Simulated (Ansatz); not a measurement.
BN (R3m) from a database structure, relaxed with r2SCAN+rVV10: the symmetry is R3m (No. 160, trigonal); a = 2.500 Å, c = 9.760 Å in the conventional setting, 8.81 Å³ an atom. Around B lie 3 N at 1.44 Å; around N lie 3 B at 1.44 Å. One-shot G0W0@r2SCAN in the plane-wave code Ansatz on a 6×6×6 mesh (contour deformation, no spin-orbit coupling), from an r2SCAN gap of 4.741 eV over the mesh points (the G0W0 gap is indirect on the mesh); the number N of bands summed and the screening cutoff rise together. Calculated for a static, non-magnetic cell.

| N | cutoff (eV) | 1000/N | G0W0 gap (eV) |
| --- | --- | --- | --- |
| 32 | 80 | 31.250 | 5.838 |
| 70 | 140 | 14.286 | 5.973 |

**Question.** Lay a straight line in 1000/N through these rows.

**Answer.** The slope is -0.0080 eV per unit of 1000/N and the intercept 6.087 eV.

**Question.** Predict the gap at N = 125 (210 eV).

**Answer.** 6.087 + (-0.0080) × 8.000 = 6.023 eV; the run gives 6.079 eV, +0.056 eV from the line.

**Question.** With that run's result added, what limit do the last two rows suggest?

**Answer.** Their slope is (6.079 − 5.973)/(8.000 − 14.286) = -0.0169, which meets 1/N = 0 at 6.21 eV, against 6.087 eV from the first line. The slope steepens, so 1/N isn't yet asymptotic and the true limit probably lies higher still; the k mesh isn't extrapolated.
